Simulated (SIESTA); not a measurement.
Crystal: SnO2 (Cassiterite).

```
Sn O
1.0
     4.73800    0.00000    0.00000
     0.00000    4.73800    0.00000
     0.00000    0.00000    3.18650
Sn O
2 4
Direct
  0.50000 0.50000 0.50000
  0.00000 0.00000 0.00000
  0.80710 0.19290 0.50000
  0.69290 0.69290 0.00000
  0.19290 0.80710 0.50000
  0.30710 0.30710 0.00000
```

Base run:

- Program: SIESTA 5.4.2
- Functional: PBE
- Potentials or basis: PseudoDojo 0.4 stringent (PBE files)
- Basis: DZP (energy shift 0.003 Ry; two zetas on semicore shells)
- Grid cutoff: 800 Ry
- Energy shift: 0.003 Ry
- k mesh: 6 × 6 × 8
- Occupations: fermi-dirac, width 0.05 eV
- Spin: no spin polarisation

Its results: band gap on the k mesh 1.37 eV, direct; pressure 12.6 GPa; largest force 0.196 eV/Å.

The run is repeated on the same cell with these changes: potentials or basis from PseudoDojo 0.4 stringent (PBE files) to SG15 1.2 (PBE files) or PseudoDojo by element; valence electrons from 68 to 52. What comes out?

Band gap on the k mesh 0.97 eV, direct; pressure 19.7 GPa; largest force 0.326 eV/Å.

Caveats: spin-orbit coupling is left out, which moves the levels of the heavy elements; the basis of atomic orbitals isn't converged, which shifts pressures, moduli and gaps; short orbitals over semicore shells can move pressures by several GPa (some runs); the valence orbitals were made in a potential fitted to the semicore shell under them, which widens gaps by tenths of an eV or more (some runs).

A k mesh can miss the band edges.

Not every run made on this cell is shown here.
